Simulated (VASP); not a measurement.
Set up this calculation in VASP 6.6.1, as the native input.

- Task: single point
- Functional: LDA
- Potentials or basis: VASP PAW LDA potentials, release 64 (Co, Si)
- Cutoff: 520 eV
- k mesh: 14 × 14 × 14
- Occupations: gaussian, width 0.1 eV
- Spin: no spin polarisation
- Dipole correction: no
- Further INCAR settings: ALGO = Fast; EDIFF = 1e-06; NBANDS = 16

The structure of CoSi2 lies in POSCAR:

```
CoSi2
1.0
    0.0000000000      2.6369297499      2.6369297499
    2.6369297499      0.0000000000      2.6369297499
    2.6369297499      2.6369297499      0.0000000000
Co Si
1 2
Direct
    0.0000000000      0.0000000000      0.0000000000
    0.2500000000      0.2500000000      0.2500000000
    0.7500000000      0.7500000000      0.7500000000
```

The cell isn't the ideal one: relaxed again under DFT LDA, scalar-relativistic, plane waves, PAW.

These files were run (other wordings do the same):

INCAR

```
PREC = Accurate
ENCUT = 520
EDIFF = 1E-6
ISMEAR = 0
SIGMA = 0.1
LREAL = F
LASPH = T
NELM = 60
ALGO = Fast
ISIF = 2
LWAVE = F
LCHARG = T
GGA = CA
LELF = T
LVHAR = T
NBANDS = 16
```

KPOINTS

```
Automatic mesh
0
Gamma
  14 14 14
```

Potentials or basis: VASP PAW LDA potentials, release 64 (Co, Si).

The run is started by

```sh
$ cat potpaw_LDA.64/Co/POTCAR potpaw_LDA.64/Si/POTCAR > POTCAR
$ mpirun -np 1 vasp_std > vasp.out
```

Results of the run:

```json
{
  "Pressure": "-0.2 GPa",
  "Band gap on the k mesh": "none (metal or under the smearing width)"
}
```

It took 28 s on 1 thread of Intel(R) Xeon(R) 6975P-C (Granite Rapids), on a shared host, peak memory 0.18 GiB.
